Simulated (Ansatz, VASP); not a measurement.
## AlFe: VASP beside Ansatz

```xyz
2
Lattice="2.9100 0.0000 0.0000 0.0000 2.9100 0.0000 0.0000 0.0000 2.9100" Properties=species:S:1:pos:R:3 pbc="T T T"
Al    0.0000    0.0000    0.0000
Fe    1.4550    1.4550    1.4550
```

Alike in both runs: task electric field gradients; functional r2SCAN; k mesh 11 × 11 × 11; occupations fermi-dirac, width 0.05 eV; collinear spin.

|  | VASP | Ansatz |
| --- | --- | --- |
| version | VASP 6.6.1 | Ansatz 0.2.0 |
| potentials or method | VASP PAW PBE potentials, release 64 (Al, Fe) | plane-wave PAW, scalar-relativistic |
| plane-wave cutoff (eV) | 520 | 500 |
| valence electrons in the cell | 11 | 19 |

```tsv
	VASP	Ansatz	Ansatz less VASP
pressure (GPa)	-10.6	2.9	+13.48
largest component of the traceless stress (GPa)	0.00	5.07	+5.073
net moment per atom (μB)	0.40	1.00	+0.602
size of the moment on the site where the two differ most (μB)	0.91	2.17	+1.261
Vzz of the field gradient on the site that differs most (V/Å²)	0.0	37.5	+37.53
```

The net moments differ so much that the two runs ended in different magnetic states, which moves the other rows too. Site moments also hang on the region over which each program counts them. The two sets of potentials don't hold the same shells in valence. Ansatz warned: «stability_check_not_made».

Caveats: the PAW data sets were made with another functional, which shifts forces and pressure a little (VASP).
